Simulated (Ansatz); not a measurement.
# Pb (Im-3m) in Ansatz: reference runs

Reference runs on Pb: the cell as given and a disturbed copy.

All numbers are computed with Ansatz 0.2.0; they aren't measurements. Logs are shortened: lines on timing, memory, paths and dates and some standing lists are left out, and cuts for length are marked.

### 1 Starting point

It takes space group Im-3m (No. 229, cubic). The conventional cell has a = 3.959 Å, b = 3.959 Å, c = 3.959 Å, α = 90.00°, β = 90.00°, γ = 90.00°. Pb (site symmetry m-3m) has 8 Pb at 3.43 Å as nearest neighbours.

This isn't the form of Pb at room conditions, which is fcc.

### 2 Single point, PBEsol

Contents of input.yaml:

```yaml
crystal:
  lattice:
    - [-1.9796595667, 1.9796595667, 1.9796595667]
    - [1.9796595667, -1.9796595667, 1.9796595667]
    - [1.9796595667, 1.9796595667, -1.9796595667]
  atoms:
    - { symbol: Pb, position: [0.0, 0.0, 0.0] }
hamiltonian:
  xc: pbesol
  pseudopotentials: { kind: paw }
kpoints:
  mp_grid: { grid: [9, 9, 9] }
scf:
  occupations: { method: fermi_dirac, width: 0.05 }
output:
  forces: true
  stress: true
  eigenvalues: true
```

Potentials or basis: Ansatz PAW.

On the command line:

```bash
$ ansatz run input.yaml --threads 2 --pin off --max-ram 5632MiB --backend cpu --events-out ev --progress --plain --runs-dir out
```

What it wrote:

```text
Warning: RAYON_NUM_THREADS=2 ignored (pool sized by the plan → 2); use --threads N
Engine: ansatz 0.2.0, x86_64-unknown-linux-gnu
Pseudopotentials: kind: paw
Pseudopotential: Pb, paw, valence charge 14, recommended cutoff 420 eV (normal), Pb.paw.azcp
Functional definition: PBEsol
  exchange = pbesol_x
  correlation = pbesol_c
Crystal: 1 atoms, lattice volume = 31.034 Å³
Basis set: ecut = 420 eV, 603 PW (Γ), exchange–correlation on 48×48×48 points (8 copies of the dense FFT grid, shifted against one another)
Bands: 11, of which v1, the nominal top of the filled ones, is band 7 counted from 1 (6 counted from 0)
Symmetry: 48 space group operations
Space group: Im-3m (ITA 229), of the structure as read, at distance tolerance 3.1e-5 Å
k-points: 35 of 729
Non-local potential: Pb, projectors of the file, l = 0: 2, l = 1: 2, l = 2: 2, l = 3: 2
PAW form: soft (Blöchl's): semilocal exchange-correlation on the pseudo side does not see the compensation charge
PAW frozen core: Pb, regenerated for the run's functional, and the local potential with it (the file was generated under x = pbe(κ = 0.804, μ = 0.2195149727645171), c = pbe(β = 0.06672455060314922))
PAW one-centre angular grid: Pb, 590 points (default); XC on 64 Gauss nodes
Initial density: superposition of atomic densities (neutral atoms: chi_scale 0, normalization atom), corrected by the library's trained network
Initial wavefunctions: pseudopotential atomic-orbital guess
Functional: x = pbesol(κ = 0.804, μ = 0.12345679012345678), c = pbesol(β = 0.046)
SCF iter   1: F=—  HF=-11754.885986 eV  |F-HF|=—  |Δ(HF+E_count)|=         —  Δρ=1.68e-3  dr2=9.77e-4  ethr=1.77e-3  ⟨swp⟩=5.8  Hψ=2533  notcnv=0
preconditioner: auto → none  [insulator: Δε(μ)=0.223 eV  Ē_g=19.884 eV  σ=0.050 eV  W_gap=0.81  n_scr=12 (ndim 8)  ℏωp=24.9 eV  f_vac=0.000  D(μ)=0.54/eV (n_scr^D=0)  ε∞_Penn≈2.6]
SCF iter   2: F=—  HF=-11754.884948 eV  |F-HF|=—  |Δ(HF+E_count)|=   1.04e-3  Δρ=3.17e-4  dr2=3.32e-5  ethr=6.98e-6  ⟨swp⟩=2.8  Hψ=964  notcnv=0  defer=1
SCF iter   3: F=—  HF=-11754.884937 eV  |F-HF|=—  |Δ(HF+E_count)|=   1.01e-5  Δρ=1.25e-4  dr2=2.02e-6  ethr=2.37e-7  ⟨swp⟩=2.0  Hψ=616  notcnv=0  defer=2
SCF iter   4: F=—  HF=-11754.884938 eV  |F-HF|=—  |Δ(HF+E_count)|=   8.24e-7  Δρ=2.77e-5  dr2=2.58e-7  ethr=1.45e-8  ⟨swp⟩=2.0  Hψ=576  notcnv=0  defer=1
iter 5 did not close the SCF: its close was put off for the readings that it lacked (scf_convergence_deferred on its scf_iter line)
SCF iter   5: F=-11754.884938 eV  HF=-11754.884938 eV  |F-HF|=2.44e-10  |Δ(HF+E_count)|=   9.62e-8  Δρ=2.06e-6  dr2=6.97e-10  ethr=1.84e-9  ⟨swp⟩=2.1  Hψ=616  notcnv=0  defer=2
SCF iter   6: F=-11754.884938 eV  HF=-11754.884938 eV  |F-HF|=1.82e-12  |Δ(HF+E_count)|=  6.60e-10  Δρ=2.29e-7  dr2=8.70e-12  ethr=4.98e-12  ⟨swp⟩=3.0  Hψ=1692  notcnv=0
SCF 1 converged in 6 iterations: F = -11754.884938 eV  dr2 = 8.70e-12
SCF converged after 6 iterations
Free energy (F): -11754.884938 eV
Harris-Foulkes:  -11754.884938 eV  (|F-HF|=1.82e-12)
Internal energy: -11754.879499 eV  (E = F + TS)
E sigma→0 (E₀):  -11754.882219 eV
Entropy (-TS):   -0.005439 eV (-5.439 meV/atom)
Fermi energy:    10.477957 eV
--- Per-component energies (eV) ---
  E_band       = -43.330940
  E_kinetic    = 288.728137
  E_local      = -1031.757598  (includes V_loc(G=0)·N_el)
  E_nonlocal   = 351.713174
  E_hartree    = 408.085975
  E_xc         = -218.749153
  E_vxc        = -132.424456  (∫ρ·V_xc dr)
  E_paw        = -10255.880643  (= ΣΔE_a)
  E_vpaw       = -335.762283  (= ΣTr[D̂ρ^β])
  E_aug_tail   = 0.000044  (compensation charges beyond the density's cutoff)
  E_ewald      = -1297.081552
  E_core_change = 0.062117  (= ΣΔE_core)
  E_smearing   = -0.005439  (= −TS)
  E_closure    = -0.000000  (closes the sum)
  Σ components = -11754.884938   (vs F -11754.884938, Δ=0.00e0)
--- Forces (eV/Å), atoms counted from 1 ---
  atom   1  Pb    -0.00000000     0.00000000    -0.00000000
  max |Σ_I F_I| component: 3.94e-31 eV/Å
--- Stress (GPa, compression-positive) ---
       -1.956324       0.000000      -0.000000
       -0.000000      -1.956324      -0.000000
        0.000000       0.000000      -1.956324
  P = ⅓ Tr σ = -1.9563 GPa (-19.563 kbar)
--- Band table (eV; the first three rows and the last of 35) ---
  k-point 0: bands = ["-6.6109", "-6.6109", "-6.6109", "-6.3837", "-6.3837", "-1.1668", "17.8793", "17.8793", "17.8793", "21.4904", "21.4904"]
  k-point 1: bands = ["-6.6202", "-6.5996", "-6.5698", "-6.3939", "-6.3847", "-0.9212", "15.6830", "17.1178", "17.5585", "20.2396", "20.9220"]
  k-point 2: bands = ["-6.6439", "-6.5820", "-6.4637", "-6.4121", "-6.3869", "-0.1876", "12.3003", "15.7298", "16.7743", "19.0183", "20.1421"]
  k-point 34: bands = ["-6.6519", "-6.6433", "-6.2936", "-6.2936", "-6.2895", "4.8828", "9.9577", "10.2359", "10.2359", "15.0678", "15.7351"]
```

Run time: 0.35 s. Hardware: 2 threads of Intel Xeon 6975P-C (Granite Rapids), shared host; peak memory 0.34 GiB.

Results:

| Item | Value |
| --- | --- |
| Free energy | -11754.8849 eV |
| Pressure | -2.0 GPa |
| Band gap on the k mesh | none (metal or under the smearing width) |

Caveat: the PAW data sets come from PBE, with cores solved anew for the run's functional, which leaves a small shift of forces and pressure. Spin-orbit coupling is left out, which matters for the levels of Pb.

### 3 Single point, PBEsol (cell strained at random at fixed volume)

Contents of input.yaml:

```yaml
crystal:
  lattice:
    - [-2.066904, 2.050401, 2.081247]
    - [1.999248, -1.937481, 1.900671]
    - [1.991028, 1.861605, -1.968327]
  atoms:
    - { symbol: Pb, position: [0.004664, -0.003675, 0.003135] }
hamiltonian:
  xc: pbesol
  pseudopotentials: { kind: paw }
kpoints:
  mp_grid: { grid: [9, 9, 9] }
scf:
  occupations: { method: fermi_dirac, width: 0.05 }
output:
  forces: true
  stress: true
  eigenvalues: true
```

Potentials or basis: Ansatz PAW.

On the command line:

```bash
$ ansatz run input.yaml --threads 2 --pin off --max-ram 5632MiB --backend cpu --events-out ev --progress --plain --runs-dir out
```

Wall time 1.8 s (2 threads of Intel Xeon 6975P-C (Granite Rapids), shared host); peak memory 0.45 GiB.

Results (log left out):

* Free energy: -11754.8812 eV
* Pressure: -1.3 GPa
* Band gap on the k mesh: none (metal or under the smearing width)

Stress tensor (GPa, compression positive):
```
-1.26  0.25  0.29
 0.25 -1.44 -0.34
 0.29 -0.34 -1.18
```

Levels at points of the mesh, in eV from the Fermi level:
```tsv
k point	band 3	band 4	band 5	band 6	band 7	band 8	band 9	band 10	band 11
(0.00, 0.00, 0.00)	-17.00	-16.83	-16.82	-11.63	6.74	7.50	7.71	10.93	11.07
```

Caveat: the PAW data sets come from PBE, with cores solved anew for the run's functional, which leaves a small shift of forces and pressure. Spin-orbit coupling is left out, which matters for the levels of Pb.
